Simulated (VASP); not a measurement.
A convergence study with VASP on InN (zinc blende): one setting is varied, all else stays as given below, so the limit is that of these other settings. Each run relaxes cell and ions from the cell shown. The basis is that of the starting cell, so low cut-offs carry a Pulay error.

```xyz
2
Lattice="0.0000 2.4900 2.4900 2.4900 0.0000 2.4900 2.4900 2.4900 0.0000" Properties=species:S:1:pos:R:3 pbc="T T T"
In     0.0000     0.0000     0.0000
N      1.2450     1.2450     1.2450
```

Calculation: PBE GGA, VASP's PBE PAW potentials (set 64) (plane waves; VASP). The tightest run used: 800 eV cut-off, 8×8×8 Γ-centred mesh, Gaussian smearing of 0.050 eV, potentials In_d N.

```
setting      relaxed volume (Å³/atom)  E (eV/atom)  plane waves
-----------  ------------------------  -----------  -----------
ENCUT = 250                    14.011      -5.4849          290
ENCUT = 300                    14.755      -5.3466          380
ENCUT = 350                    15.374      -5.3290          477
ENCUT = 400                    15.795      -5.3364          568
ENCUT = 450                    16.025      -5.3411          692
```

Problem. These are the cheaper rows. Estimate the results at ENCUT = 800, and how far the last row shown lies from them.

Solution. 
| quantity | tightest run | last row shown is off by |
|---|---|---|
| relaxed volume (Å³/atom) | 16.120 | -0.094 |
| E (eV/atom) | -5.3454 | 0.0043 |

Left out are rungs that failed or repeat a setting and relaxations that didn't move; long series are thinned to 24 rows.

The compound is InN in the zinc blende structure, a metastable form; wurtzite is the usual one.
